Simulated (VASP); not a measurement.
# HfO2 (P4_2/nmc) in VASP: Born charges and dielectric tensor with LDA

Aim: the Born charges and dielectric tensor of HfO2 with LDA.

Program: VASP 6.6.1. These are calculated values, not measurements. Logs are shortened: lines on timing, memory, paths and dates and some standing lists are left out, and cuts for length are marked.

### 1 Starting point

The structure is tetragonal, space group P4_2/nmc (No. 137). The conventional cell has a = 3.551 Å, b = 3.551 Å, c = 5.129 Å, α = 90.00°, β = 90.00°, γ = 90.00°. Hf (site symmetry -4m2) is surrounded by 8 O at 2.06 to 2.34 Å. Around O (site symmetry 2mm) lie 4 Hf at 2.06 to 2.34 Å.

Measurements of this composition are mostly on another form, of space group No. 14.

### 2 Born charges and dielectric tensor, LDA

INCAR

```
ALGO = Normal
EDIFF = 1E-8
ENCUT = 600
IBRION = 8
ISIF = 2
ISMEAR = 0
LASPH = True
LCHARG = False
LEPSILON = True
LREAL = False
LWAVE = False
NELM = 60
NSW = 1
PREC = Accurate
SIGMA = 0.02
```

KPOINTS

```
k-points
0
Gamma
  6 6 6
```

POSCAR

```
HfO2
1.0
    3.5509100000      0.0000000000      0.0000000000
    0.0000000000      3.5509100000      0.0000000000
    0.0000000000      0.0000000000      5.1293700000
Hf O
2 4
Direct
    0.5000000000      0.5000000000      0.5000000000
    0.0000000000      0.0000000000      0.0000000000
    0.0000000000      0.5000000000      0.7024500000
    0.5000000000      1.0000000000      0.7975500000
    0.5000000000      0.0000000000      0.2975500000
    0.0000000000      0.5000000000      0.2024500000
```

Potentials or basis: VASP PAW LDA potentials, release 64 (Hf_pv, O).

Command:

```
$ cat potpaw_LDA.64/Hf_pv/POTCAR potpaw_LDA.64/O/POTCAR > POTCAR
$ mpirun -np 1 vasp_std > vasp.out
```

OUTCAR:

```text
EDIFF = 1E-8
   ENCUT = 600
   IBRION = 8
   ISIF = 2
   ISMEAR = 0
   LASPH = True
   LEPSILON = True
   LREAL = False
   NELM = 60
   NSW = 1
   PREC = Accurate

 ion  position               nearest neighbor table
   1  0.500  0.500  0.500-   3 2.06   5 2.06   5 2.06   3 2.06   4 2.34   4 2.34   6 2.34   6 2.34
                             2 3.59   2 3.59   2 3.59   2 3.59   2 3.59   2 3.59   2 3.59   2 3.59
   2  0.000  0.000  0.000-   4 2.06   6 2.06   6 2.06   4 2.06   3 2.34   5 2.34   3 2.34   5 2.34
                             1 3.59   1 3.59   1 3.59   1 3.59   1 3.59   1 3.59   1 3.59   1 3.59
   3  0.000  0.500  0.702-   1 2.06   1 2.06   2 2.34   2 2.34
   4  0.500  0.000  0.798-   2 2.06   2 2.06   1 2.34   1 2.34
   5  0.500  0.000  0.298-   1 2.06   1 2.06   2 2.34   2 2.34
   6  0.000  0.500  0.202-   2 2.06   2 2.06   1 2.34   1 2.34

  LATTYP: Found a simple tetragonal cell.
 ALAT       =     3.5509100000
 C/A-ratio  =     1.4445226717

  Lattice vectors:

 A1 = (   3.5509100000,   0.0000000000,   0.0000000000)
 A2 = (   0.0000000000,   3.5509100000,   0.0000000000)
 A3 = (   0.0000000000,   0.0000000000,   5.1293700000)

Analysis of symmetry for initial positions (statically):
=====================================================================
 Subroutine PRICEL returns:
 Original cell was already a primitive cell.

 Routine SETGRP: Setting up the symmetry group for a
 simple tetragonal supercell.

 Subroutine GETGRP returns: Found 16 space group operations
 (whereof  8 operations were pure point group operations)
 out of a pool of 16 trial point group operations.

The static configuration has the point symmetry D_2d.
 The point group associated with its full space group is D_4h.

Analysis of symmetry for dynamics (positions and initial velocities):
=====================================================================
 Subroutine PRICEL returns:
 Original cell was already a primitive cell.

 Routine SETGRP: Setting up the symmetry group for a
 simple tetragonal supercell.

 Subroutine GETGRP returns: Found 16 space group operations
 (whereof  8 operations were pure point group operations)
 out of a pool of 16 trial point group operations.

The dynamic configuration has the point symmetry D_2d.
 The point group associated with its full space group is D_4h.

 Subroutine INISYM returns: Found 16 space group operations
 (whereof  8 operations are pure point group operations),
 and found     1 'primitive' translations

----------------------------------------------------------------------------------------

                                     Primitive cell

  volume of cell :      64.6760

  direct lattice vectors                    reciprocal lattice vectors
     3.550910000  0.000000000  0.000000000     0.281617951  0.000000000  0.000000000
     0.000000000  3.550910000  0.000000000     0.000000000  0.281617951  0.000000000
[... 954 lines left out ...]
          XX          YY          ZZ          XY          YZ          ZX
  --------------------------------------------------------------------------------
  x     0.00000     0.00000     0.00000     0.00000     0.00000     0.00000
  y     0.00000    -0.00000     0.00000     0.00000     0.00000     0.00000
  z     0.00000     0.00000     0.00000     0.00000     0.00000     0.00000

 BORN EFFECTIVE CHARGES (including local field effects) (in |e|, cummulative output)
 ---------------------------------------------------------------------------------
 ion    1
    1     5.52585     0.00000     0.00000
    2     0.00000     5.52585     0.00000
    3     0.00000     0.00000     4.87404
 ion    2
    1     5.52585     0.00000     0.00000
    2     0.00000     5.52585     0.00000
    3     0.00000     0.00000     4.87404
 ion    3
    1    -3.39381     0.00000    -0.00000
    2     0.00000    -2.13204     0.00000
    3     0.00000     0.00000    -2.43702
 ion    4
    1    -3.39381     0.00000    -0.00000
    2     0.00000    -2.13204     0.00000
    3     0.00000     0.00000    -2.43702
 ion    5
    1    -2.13204     0.00000     0.00000
    2     0.00000    -3.39381     0.00000
    3     0.00000     0.00000    -2.43702
 ion    6
    1    -2.13204     0.00000     0.00000
    2     0.00000    -3.39381     0.00000
    3     0.00000     0.00000    -2.43702

 INTERNAL STRAIN TENSOR FOR ION    6 for displacements in x,y,z  (eV/Angst):
          X           Y           Z          XY          YZ          ZX
  --------------------------------------------------------------------------------
  x     0.00000     0.00000     0.00000     0.00000     0.00000     3.33485
  y     0.00000     0.00000     0.00000     0.00000   -10.05821     0.00000
  z     4.41041   -11.17888    -8.56268     0.00000     0.00000     0.00000

 SECOND DERIVATIVES (NOT SYMMETRIZED)
 ------------------------------------
               1X          1Y          1Z          2X          2Y          2Z          3X          3Y          3Z          4X          4Y          4Z          5X          5Y          5Z          6X          6Y          6Z
  1X    -9.789166    0.000000    0.000000    0.531389    0.000000    0.000000    9.011597    0.000000    0.000000    0.929857    0.000000    0.000000    1.508588    0.000000    0.000000   -2.192265    0.000000    0.000000
  1Y     0.000000   -9.789166    0.000000    0.000000    0.531389    0.000000    0.000000    1.508588    0.000000    0.000000   -2.192265    0.000000    0.000000    9.011597    0.000000    0.000000    0.929857    0.000000
  1Z     0.000000    0.000000  -24.999566    0.000000    0.000000   15.242298    0.000000    0.000000    6.261729    0.000000    0.000000   -1.383095    0.000000    0.000000    6.261729    0.000000    0.000000   -1.383095
  2X     0.531389    0.000000    0.000000   -9.789166    0.000000    0.000000    0.929857    0.000000    0.000000    9.011597    0.000000    0.000000   -2.192265    0.000000    0.000000    1.508588    0.000000    0.000000
  2Y     0.000000    0.531389    0.000000    0.000000   -9.789166    0.000000    0.000000   -2.192265    0.000000    0.000000    1.508588    0.000000    0.000000    0.929857    0.000000    0.000000    9.011597    0.000000
  2Z     0.000000    0.000000   15.242298    0.000000    0.000000  -24.999566    0.000000    0.000000   -1.383095    0.000000    0.000000    6.261729    0.000000    0.000000   -1.383095    0.000000    0.000000    6.261729
  3X     9.019284    0.000000    0.000000    0.933521    0.000000    0.000000  -18.505241    0.000000    0.000000    7.284489    0.000000    0.000000    0.326627    0.000000    0.000000    0.941320    0.000000    0.000000
  3Y     0.000000    1.511284    0.000000    0.000000   -2.187859    0.000000    0.000000   -6.295613    0.000000    0.000000    5.699674    0.000000    0.000000    0.326915    0.000000    0.000000    0.945600    0.000000
  3Z     0.000000    0.000000    6.255220    0.000000    0.000000   -1.384318    0.000000    0.000000  -13.889514    0.000000    0.000000   -1.300444    0.000000    0.000000    1.311411    0.000000    0.000000    9.007645
  4X     0.933521    0.000000    0.000000    9.019284    0.000000    0.000000    7.284489    0.000000    0.000000  -18.505241    0.000000    0.000000    0.941320    0.000000    0.000000    0.326627    0.000000    0.000000
  4Y     0.000000   -2.187859    0.000000    0.000000    1.511284    0.000000    0.000000    5.699674    0.000000    0.000000   -6.295613    0.000000    0.000000    0.945600    0.000000    0.000000    0.326915    0.000000
  4Z     0.000000    0.000000   -1.384318    0.000000    0.000000    6.255220    0.000000    0.000000   -1.300444    0.000000    0.000000  -13.889514    0.000000    0.000000    9.007645    0.000000    0.000000    1.311411
  5X     1.511284    0.000000    0.000000   -2.187859    0.000000    0.000000    0.326915    0.000000    0.000000    0.945600    0.000000    0.000000   -6.295613    0.000000    0.000000    5.699674    0.000000    0.000000
  5Y     0.000000    9.019284    0.000000    0.000000    0.933521    0.000000    0.000000    0.326627    0.000000    0.000000    0.941320    0.000000    0.000000  -18.505241    0.000000    0.000000    7.284489    0.000000
  5Z     0.000000    0.000000    6.255220    0.000000    0.000000   -1.384318    0.000000    0.000000    1.311411    0.000000    0.000000    9.007645    0.000000    0.000000  -13.889514    0.000000    0.000000   -1.300444
  6X    -2.187859    0.000000    0.000000    1.511284    0.000000    0.000000    0.945600    0.000000    0.000000    0.326915    0.000000    0.000000    5.699674    0.000000    0.000000   -6.295613    0.000000    0.000000
  6Y     0.000000    0.933521    0.000000    0.000000    9.019284    0.000000    0.000000    0.941320    0.000000    0.000000    0.326627    0.000000    0.000000    7.284489    0.000000    0.000000  -18.505241    0.000000
  6Z     0.000000    0.000000   -1.384318    0.000000    0.000000    6.255220    0.000000    0.000000    9.007645    0.000000    0.000000    1.311411    0.000000    0.000000   -1.300444    0.000000    0.000000  -13.889514

 Eigenvectors and eigenvalues of the dynamical matrix
 ----------------------------------------------------

   1 f  =   19.951653 THz   125.359936 2PiTHz  665.515524 cm-1    82.513372 meV
             X         Y         Z           dx          dy          dz
      1.775455  1.775455  2.564685     0.068763    0.008361    0.000000
      0.000000  0.000000  0.000000    -0.068763   -0.008361    0.000000
      0.000000  1.775455  3.603126    -0.697633   -0.004378   -0.000000
      1.775455  0.000000  4.090929     0.697633    0.004378   -0.000000
      1.775455  0.000000  1.526244    -0.036004   -0.084822    0.000000
      0.000000  1.775455  1.038441     0.036004    0.084822    0.000000
[... 145 lines left out ...]
  18 f/i=    0.010036 THz     0.063060 2PiTHz    0.334775 cm-1     0.041507 meV
             X         Y         Z           dx          dy          dz
      1.775455  1.775455  2.564685     0.308758    0.574159    0.000000
      0.000000  0.000000  0.000000     0.308758    0.574159    0.000000
      0.000000  1.775455  3.603126     0.092270    0.169537    0.000000
      1.775455  0.000000  4.090929     0.092270    0.169537    0.000000
      1.775455  0.000000  1.526244     0.091170    0.171584    0.000000
      0.000000  1.775455  1.038441     0.091170    0.171584    0.000000

--------------------------------------------------------------------------------------------------------

 MACROSCOPIC STATIC DIELECTRIC TENSOR IONIC CONTRIBUTION
 ------------------------------------------------------
          84.967177     0.000000    -0.000000
           0.000000    84.967177    -0.000000
          -0.000000    -0.000000    13.631103
 ------------------------------------------------------

 ELASTIC MODULI CONTR FROM IONIC RELAXATION (kBar)
 Direction    XX          YY          ZZ          XY          YZ          ZX
 --------------------------------------------------------------------------------
 XX        -745.9791    282.0858   -586.8638      0.0000      0.0000      0.0000
 YY         282.0858   -745.9791   -586.8638      0.0000     -0.0000      0.0000
 ZZ        -586.8638   -586.8638  -1484.8632      0.0000      0.0000      0.0000
 XY           0.0000      0.0000      0.0000      0.0000      0.0000      0.0000
 YZ           0.0000     -0.0000      0.0000      0.0000   -680.2096     -0.0000
 ZX           0.0000      0.0000      0.0000      0.0000     -0.0000   -694.9182
 --------------------------------------------------------------------------------

 PIEZOELECTRIC TENSOR IONIC CONTR  for field in x, y, z        (C/m^2)
          XX          YY          ZZ          XY          YZ          ZX
  --------------------------------------------------------------------------------
  x    -0.00000     0.00000    -0.00000     0.00000     0.00000     0.00000
  y    -0.00000    -0.00000    -0.00000     0.00000     0.00000    -0.00000
  z     0.00000     0.00000     0.00000     0.00000    -0.00000     0.00000
```

Wall time 13 min (1 thread of Intel Xeon 6975P-C (Granite Rapids), shared host); peak memory 0.51 GiB.

What came out:

* Band gap on the k mesh: 4.51 eV, indirect (least direct gap 4.60 eV)
* Electronic dielectric tensor (diagonal): 5.32, 5.32, 4.84
* Born charges (mean of the diagonal): Hf +5.31; O -2.65 e
* Highest phonon frequency at Γ, LO-TO splitting left out: 666 cm⁻¹

Levels at points of the mesh, in eV from the valence-band top:
| k point | band 20 | band 21 | band 22 | band 23 | band 24 | band 25 |
| --- | --- | --- | --- | --- | --- | --- |
| (0.00, 0.00, 0.00) | -0.10 | -0.09 | -0.09 | 4.51 | 4.54 | 5.70 |
| (0.50, 0.00, 0.00) | -1.48 | -0.13 | -0.13 | 4.96 | 4.96 | 6.02 |
| (0.50, 0.50, 0.00) | -0.85 | -0.41 | -0.41 | 5.46 | 5.46 | 6.04 |
| (0.00, 0.00, 0.50) | -0.56 | 0.00 | 0.00 | 5.23 | 5.23 | 5.50 |
| (0.50, 0.00, 0.50) | -1.39 | -1.02 | -1.02 | 5.13 | 5.13 | 5.44 |
| (0.50, 0.50, 0.50) | -1.37 | 0.00 | 0.00 | 5.85 | 5.85 | 6.07 |

Phonon frequencies in cm⁻¹ (negative: imaginary):
```
              q point                                                      frequencies
(0.000, 0.000, 0.000)  0 0 0 91 91 101 101 226 288 312 453 453 455 455 596 658 666 666
```

Electronic dielectric tensor:
```
5.32 0.00 0.00
0.00 5.32 0.00
0.00 0.00 4.84
```

Born effective charge tensors (e):
atom 1, Hf
```
5.53 0.00 0.00
0.00 5.53 0.00
0.00 0.00 4.87
```
atom 2, Hf
```
5.53 0.00 0.00
0.00 5.53 0.00
0.00 0.00 4.87
```
atom 3, O
```
-3.39  0.00  0.00
 0.00 -2.13  0.00
 0.00  0.00 -2.44
```
atom 4, O
```
-3.39  0.00  0.00
 0.00 -2.13  0.00
 0.00  0.00 -2.44
```
atom 5, O
```
-2.13  0.00  0.00
 0.00 -3.39  0.00
 0.00  0.00 -2.44
```
atom 6, O
```
-2.13  0.00  0.00
 0.00 -3.39  0.00
 0.00  0.00 -2.44
```

Caveat: spin-orbit coupling is left out, which moves the levels of the heavy elements. A k mesh can miss the band edges.
